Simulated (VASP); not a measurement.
Sb8H, 9 atoms in the cell. The cell holds a slab with vacuum, 9 atoms: a = 4.308 Å, b = 4.308 Å, c = 28.783 Å, α = 90.00°, β = 90.00°, γ = 120.00°. The cell was built by a generator and needn't be a form met in nature.

* Program: VASP 6.6.1
* Task: single point
* Functional: PBE
* Potentials or basis: VASP PAW PBE potentials, release 64 (Sb, H)
* Cutoff: 520 eV
* k mesh: 10 × 10 × 1
* Occupations: gaussian, width 0.05 eV
* Spin: no spin polarisation
* Dipole correction: yes
* Further INCAR settings: ALGO = Fast; EDIFF = 1e-07; NBANDS = 30

Potentials or basis: VASP PAW PBE potentials, release 64 (Sb, H).

The run is started by

```sh
$ cat potpaw_PBE.64/Sb/POTCAR potpaw_PBE.64/H/POTCAR > POTCAR
$ mpirun -np 1 vasp_std > vasp.out
```

Hardware: 1 thread of Intel(R) Xeon(R) Platinum 8488C (Sapphire Rapids), with other jobs on the host.

Problem. Estimate the wall time of this run.

Solution. It took 25 min on 1 thread of Intel(R) Xeon(R) Platinum 8488C (Sapphire Rapids), with other jobs on the host, peak memory 0.86 GiB. Counts: scf iterations 28, k points 52.
